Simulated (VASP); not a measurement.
A run of VASP 6.6.1:

INCAR

```
SYSTEM = Si
PREC = Accurate ; ENCUT = 600
EDIFF = 1E-8 ; ISMEAR = 0
SIGMA = 0.02 ; LREAL = .FALSE.
LASPH = .TRUE. ; NELM = 80
ALGO = Normal ; ISIF = 2
LWAVE = .FALSE. ; LCHARG = .FALSE.
LEPSILON = .TRUE. ; IBRION = 8
NSW = 1
```

File KPOINTS:

```
Automatic mesh
0
G
  6 6 6
  0 0 0
```

The input POSCAR:

```
Si
1.0
    0.0000000000      2.7015100000      2.7015100000
    2.7015100000      0.0000000000      2.7015100000
    2.7015100000      2.7015100000      0.0000000000
Si
2
Direct
    0.5000000000      0.5000000000      0.5000000000
    0.7500000000      0.7500000000      0.7500000000
```

Potentials or basis: VASP PAW LDA potentials, release 64 (Si).

The run is started by

```bash
$ cat potpaw_LDA.64/Si/POTCAR > POTCAR
$ mpirun -np 1 vasp_std > vasp.out
```

Hardware: 1 thread of Intel(R) Xeon(R) Platinum 8559C (Emerald Rapids), with other jobs on the host.

Q: Estimate the wall time of this run.

A: It took 52 s on 1 thread of Intel(R) Xeon(R) Platinum 8559C (Emerald Rapids) (shared host), peak memory 0.19 GiB. Counts: scf iterations 111, k points 16.
